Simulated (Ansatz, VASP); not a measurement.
## Ca in VASP and in Ansatz

```
Ca
1.0
     0.00000    2.18879    2.18879
     2.18879    0.00000    2.18879
     2.18879    2.18879    0.00000
Ca
1
Cartesian
  0.0000 0.0000 0.0000
```

Change from the starting cell: volume scaled by 0.55, LAPW.

Alike in both runs: task single point; functional LDA; k mesh 12 × 12 × 12; occupations fermi-dirac, width 0.08 eV; no spin polarisation.

|  | VASP | Ansatz |
| --- | --- | --- |
| version | VASP 6.6.1 | Ansatz 0.2.0 |
| potentials or method | VASP PAW LDA potentials, release 64 (Ca_sv), cutoff 520 eV | all-electron LAPW, scalar-relativistic |

|  | VASP | Ansatz | Ansatz less VASP |
| --- | --- | --- | --- |
| pressure (GPa) | 27.7 | 27.7 | -0.07 |

Ansatz ran all-electron here, so the differences hold the error of VASP's frozen core and of both bases.

Caveats: so large a pressure means that the cell lies far from this level's equilibrium, or that cutoff or potentials fall short (VASP).
